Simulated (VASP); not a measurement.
A run of VASP 6.6.1 is set up as follows.

Contents of INCAR:

```
SYSTEM = Hg
ALGO     = Normal         ! electronic algorithm
EDIFF    = 1E-6           ! SCF threshold, eV
ENCUT    = 520            ! plane-wave cutoff, eV
GGA      = PE             ! functional
ISIF     = 2              ! what is computed and relaxed
ISMEAR   = 0              ! smearing method
LASPH    = .True.         ! aspherical terms in the spheres
LCHARG   = .False.        ! write CHGCAR
LREAL    = .False.        ! projectors in reciprocal space
LWAVE    = .False.        ! write WAVECAR
NBANDS   = 12             ! bands
NELM     = 60             ! most SCF steps
PREC     = Accurate       ! precision mode
SIGMA    = 0.1            ! smearing width, eV
```

File KPOINTS:

```
k-points
0
Gamma
  6 6 6
  0 0 0
```

The input POSCAR:

```
Hg
1.0
   -2.0696950000      2.0696950000      1.8022580000
    2.0696950000     -2.0696950000      1.8022580000
    2.0696950000      2.0696950000     -1.8022580000
Hg
1
Direct
    0.0000000000      0.0000000000      0.0000000000
```

Potentials or basis: VASP PAW PBE potentials, release 64 (Hg).

Run with:

```bash
$ cat potpaw_PBE.64/Hg/POTCAR > POTCAR
$ mpirun -np 1 vasp_std > vasp.out
```

(1) Estimate the pressure.

(2) What does it give for the band gap on the k mesh?

Answers

(1) -0.1 GPa.

(2) none (metal or under the smearing width).

Caveat: the k mesh is coarse (spacing up to 0.39 Å⁻¹), so the values aren't converged.
